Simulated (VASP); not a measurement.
# Fe (Fmmm) in VASP: further runs, part 2 of 2

VASP 6.6.1. The steps go on from the part before.

## (5) Single point, PBEsol, collinear spin, ferromagnetic start

Input file INCAR:

```
SYSTEM = Fe
ADDGRID = .False.
ALGO = Normal
EDIFF = 1E-6
ENCUT = 550
GGA = PS
ISIF = 2
ISMEAR = -1
ISPIN = 2
LASPH = .True.
LCHARG = .False.
LMAXMIX = 4
LORBIT = 11
LREAL = .False.
LWAVE = .False.
MAGMOM = 3
NELM = 100
PREC = Accurate
SIGMA = 0.15
```

Input file KPOINTS:

```
k-points
0
Gamma
  9 9 9
  0 0 0
```

Input file POSCAR:

```
Fe
1.0
    0.0000000000      1.9417396906      1.9651051623
    1.4984397099      0.0000000000      1.9651051623
    1.4984397099      1.9417396906      0.0000000000
Fe
1
Direct
    0.0000000000      0.0000000000      0.0000000000
```

Potentials or basis: VASP PAW PBE potentials, release 64 (Fe).

Started as:

```
$ cat potpaw_PBE.64/Fe/POTCAR > POTCAR
$ mpirun -np 1 vasp_std > vasp.out
```

OUTCAR:

```text
SYSTEM = Fe
   EDIFF = 1E-6
   ENCUT = 550
   GGA = PS
   ISIF = 2
   ISMEAR = -1
   ISPIN = 2
   LASPH = .True.
   LORBIT = 11
   LREAL = .False.
   NELM = 100
   PREC = Accurate

 Found    125 irreducible k-points:

 Following reciprocal coordinates:
            Coordinates               Weight
  0.000000  0.000000  0.000000      1.000000
  0.111111  0.000000 -0.000000      8.000000
  0.222222  0.000000  0.000000      8.000000
  0.333333  0.000000  0.000000      8.000000
  0.444444  0.000000  0.000000      8.000000
  0.111111  0.111111  0.000000      2.000000
   k-points           NKPTS =    125   k-points in BZ     NKDIM =    125   number of bands    NBANDS=     10
   number of dos      NEDOS =    301   number of ions     NIONS =      1
   total plane-waves  NPLWV =   9600
   dimension x,y,z NGX =    24 NGY =   20 NGZ =   20
   dimension x,y,z NGXF=    48 NGYF=   40 NGZF=   40
   ions per type =               1
   NGX,Y,Z   is equivalent  to a cutoff of  14.44, 13.45, 13.56 a.u.
   NGXF,Y,Z  is equivalent  to a cutoff of  28.89, 26.91, 27.11 a.u.
 SYSTEM =  Fe
   PREC   = accura    normal or accurate (medium, high low for compatibility)
   ISTART =      0    job   : 0-new  1-cont  2-samecut
   ICHARG =      2    charge: 1-file 2-atom 10-const
   ISPIN  =      2    spin polarized calculation?
   LNONCOLLINEAR =      F non collinear calculations
   LSORBIT =      F    spin-orbit coupling
   LASPH  =      T    aspherical Exc in radial PAW
   ENCUT  =  550.0 eV  40.42 Ry    6.36 a.u.   5.28  4.73  4.69*2*pi/ulx,y,z
   NELM   =    100;   NELMIN=  2; NELMDL= -5     # of ELM steps
   EDIFF  = 0.1E-05   stopping-criterion for ELM
   LREAL  =      F    real-space projection
   EDIFFG = 0.1E-04   stopping-criterion for IOM
   NSW    =      0    number of steps for IOM
   IBRION =     -1    ionic relax: 0-MD 1-quasi-New 2-CG
   NFREE  =      0    steps in history (QN), initial steepest desc. (CG)
   ISIF   =      2    stress and relaxation
   ISYM   =      2    0-nonsym 1-usesym 2-fastsym
   POTIM  = 0.5000    time-step for ionic-motion
   TEBEG  =    0.0;   TEEND  =   0.0 temperature during run
   PSTRESS=    0.0 pullay stress
   NELECT =       8.0000    total number of electrons
   NUPDOWN=      -1.0000    fix difference up-down
   EMIN   =  10.00;   EMAX   =-10.00  energy-range for DOS
   EFERMI =   0.00;   METHOD = LEGACY
   ISMEAR =    -1;   SIGMA  =   0.15  broadening in eV -4-tet -1-fermi 0-gaus
   EFERMI_NEDOS =   21; number of points for ismear=-14 and -15
   IALGO  =     38    algorithm
   IMIX   =      4    mixing-type and parameters
     AMIX     =   0.40;   BMIX     =  1.00
     AMIX_MAG =   1.60;   BMIX_MAG =  1.00
  volume/ion in A,a.u.               =      11.44        77.17
  Fermi-wavevector in a.u.,A,eV,Ry     =   1.453303  2.746344 28.736719  2.112089
  Thomas-Fermi vector in A             =   2.570585
   LORBIT       =     11    0 simple, 1 ext, 2 COOP (PROOUT), +10 PAW based schemes
   GGA     = PS    functional components
   LHFCALC =     F    Hartree Fock is set to
   AEXX    =    0.0000 exact exchange contribution
   IVDW    =     0    specifies the selected vdW correction
   LEPSILON=     F    determine dielectric tensor
   LRPA    =     F    only Hartree local field effects (RPA)
 spin polarized calculation
  energy-cutoff  :      550.00
  volume of cell :       11.44
 maximum number of plane-waves:       343
 NGX is ok and might be reduce to    24
   NGX = 11   NGY =  9   NGZ =  9

 number of electron       7.9999998 magnetization       2.1955898

 Free energy of the ion-electron system (eV)
  ---------------------------------------------------
  ext. energy  EPLUGINS =         0.00000000
  ---------------------------------------------------
  free energy    TOTEN  =        -8.91904607 eV

  energy without entropy =       -8.84385446  energy(sigma->0) =       -8.88145026

 E-fermi :   5.6282     XC(G=0): -13.2403

 val. band max:        5.6266749727   @ k =   0.4444   0.1111   0.3333
 cond. band min:       5.6293413974   @ k =   0.4444   0.3333   0.1111
 fundamental gap:      0.0026664247
 Fermi energy:         5.6282266438

 spin component 1

 k-point     1 :       0.0000    0.0000    0.0000
  band No.  band energies     occupation
      1      -2.8872      1.00000
      2       3.1531      1.00000
      3       3.2460      1.00000
      4       3.5869      1.00000
      5       4.3170      0.99984
      6       4.7103      0.99780
      7      29.3804      0.00000
      8      30.8551      0.00000
      9      31.1175      0.00000
     10      35.0548      0.00000

 k-point     2 :       0.1111    0.0000   -0.0000
  band No.  band energies     occupation
      1      -2.3966      1.00000
      2       3.1616      1.00000
      3       3.2379      1.00000
      4       3.7115      1.00000
      5       4.2488      0.99990
      6       4.6607      0.99842
      7      27.1657      0.00000
      8      29.6006      0.00000
      9      30.6140      0.00000
     10      33.7653      0.00000

 k-point     3 :       0.2222    0.0000    0.0000
  band No.  band energies     occupation
      1      -1.0730      1.00000
      2       2.9700      1.00000
      3       3.0978      1.00000
      4       4.2105      0.99992
      5       4.3429      0.99981
      6       4.6246      0.99876
      7      22.1354      0.00000
      8      27.6240      0.00000
      9      29.8521      0.00000
     10      31.5088      0.00000
[... 14 lines left out ...]
 k-point     5 :       0.4444    0.0000    0.0000
  band No.  band energies     occupation
      1       0.6859      1.00000
      2       2.4505      1.00000
      3       4.2450      0.99990
      4       4.8265      0.99525
      5       5.3899      0.83045
      6       5.8308      0.20582
      7      13.2993      0.00000
      8      24.5810      0.00000
      9      26.7594      0.00000
     10      29.5808      0.00000

 k-point     6 :       0.1111    0.1111    0.0000
  band No.  band energies     occupation
      1      -2.3635      1.00000
      2       2.9915      1.00000
      3       3.5128      1.00000
      4       3.5187      1.00000
      5       4.3764      0.99976
      6       4.6264      0.99874
      7      28.2472      0.00000
      8      29.0588      0.00000
      9      29.5244      0.00000
     10      32.5870      0.00000

 [... further k-points ...]

 spin component 2

 k-point     1 :       0.0000    0.0000    0.0000
  band No.  band energies     occupation
      1      -2.6179      1.00000
      2       5.0130      0.98372
      3       5.1485      0.96077
      4       5.6355      0.48780
      5       6.8366      0.00032
      6       7.4322      0.00001
      7      29.2740      0.00000
      8      30.8054      0.00000
      9      31.0978      0.00000
     10      35.4947      0.00000

 k-point     2 :       0.1111    0.0000   -0.0000
  band No.  band energies     occupation
      1      -2.1239      1.00000
      2       5.0149      0.98352
      3       5.1396      0.96294
      4       5.7492      0.30869
      5       6.7418      0.00060
      6       7.3690      0.00001
      7      27.4676      0.00000
      8      29.6295      0.00000
      9      30.7496      0.00000
     10      34.3318      0.00000

 k-point     3 :       0.2222    0.0000    0.0000
  band No.  band energies     occupation
      1      -0.7567      1.00000
      2       4.8299      0.99514
      3       4.8892      0.99280
      4       6.4089      0.00546
      5       6.6406      0.00117
      6       7.3073      0.00001
      7      22.8088      0.00000
      8      27.7706      0.00000
      9      30.2909      0.00000
     10      32.2130      0.00000
[... 14 lines left out ...]
 k-point     5 :       0.4444    0.0000    0.0000
  band No.  band energies     occupation
      1       1.8922      1.00000
      2       4.2469      0.99990
      3       5.7530      0.30330
      4       6.7372      0.00061
      5       7.4684      0.00000
      6       8.0668      0.00000
      7      14.5958      0.00000
      8      24.7053      0.00000
      9      27.3815      0.00000
     10      30.1895      0.00000

 k-point     6 :       0.1111    0.1111    0.0000
  band No.  band energies     occupation
      1      -2.0902      1.00000
      2       4.8202      0.99544
      3       5.4448      0.77258
      4       5.5374      0.64699
      5       6.9040      0.00020
      6       7.3108      0.00001
      7      28.4520      0.00000
      8      29.1258      0.00000
      9      29.7445      0.00000
     10      33.4437      0.00000

 [... further k-points ...]

------------------------ aborting loop because EDIFF is reached ----------------------------------------

  FORCE on cell =-STRESS in cart. coord.  units (eV):
  Direction    XX          YY          ZZ          XY          YZ          ZX
  --------------------------------------------------------------------------------------
  -------------------------------------------------------------------------------------
  Total       -1.0816169     -0.4331720     -0.5838381      0.0000000      0.0000000      0.0000000
  in kB     -151.5437279    -60.6910844    -81.8006806      0.0000000      0.0000000      0.0000000
  external PRESSURE =     -98.0118309 kB  Pullay stress =       0.0000000 kB

 VOLUME and BASIS-vectors are now :
 -----------------------------------------------------------------------------
  energy-cutoff  :      550.00
  volume of cell :       11.44
      direct lattice vectors                 reciprocal lattice vectors
     0.000000000  1.941739691  1.965105162    -0.333680426  0.257501045  0.254439309
     1.498439710  0.000000000  1.965105162     0.333680426 -0.257501045  0.254439309
     1.498439710  1.941739691  0.000000000     0.333680426  0.257501045 -0.254439309

 POSITION                                       TOTAL-FORCE (eV/Angst)
 -----------------------------------------------------------------------------------
      0.00000      0.00000      0.00000        -0.000000      0.000000      0.000000
 -----------------------------------------------------------------------------------
    total drift:                                0.000000      0.000000      0.000000

  FREE ENERGIE OF THE ION-ELECTRON SYSTEM (eV)
  ---------------------------------------------------
  free  energy   TOTEN  =        -8.9190460665 eV

  energy  without entropy=       -8.8438544604  energy(sigma->0) =       -8.88145026

 total charge

# of ion       s       p       d       tot
------------------------------------------
    1        0.489   0.538   6.232   7.259

 magnetization (x)

# of ion       s       p       d       tot
------------------------------------------
    1       -0.013  -0.045   2.240   2.183
```

Wall time 22 s (1 thread of Intel Xeon Platinum 8259CL at 2.50GHz (Skylake/Cascade Lake), shared host); peak memory 0.15 GiB.

The run converged, but some of its settings lie outside the range that counts as converged, so its numbers aren't taken as properties of the crystal.

Results:

* Free energy: -8.9190 eV
* Pressure: -9.8 GPa
* Band gap on the k mesh: none (metal or under the smearing width)
* Net moment: 2.20 μB per cell
* Site moments: Fe +2.18 μB
* Valence electrons inside the program's atomic spheres: Fe 7.26

Caveat: the PAW data sets were made with another functional, which shifts forces and pressure a little.
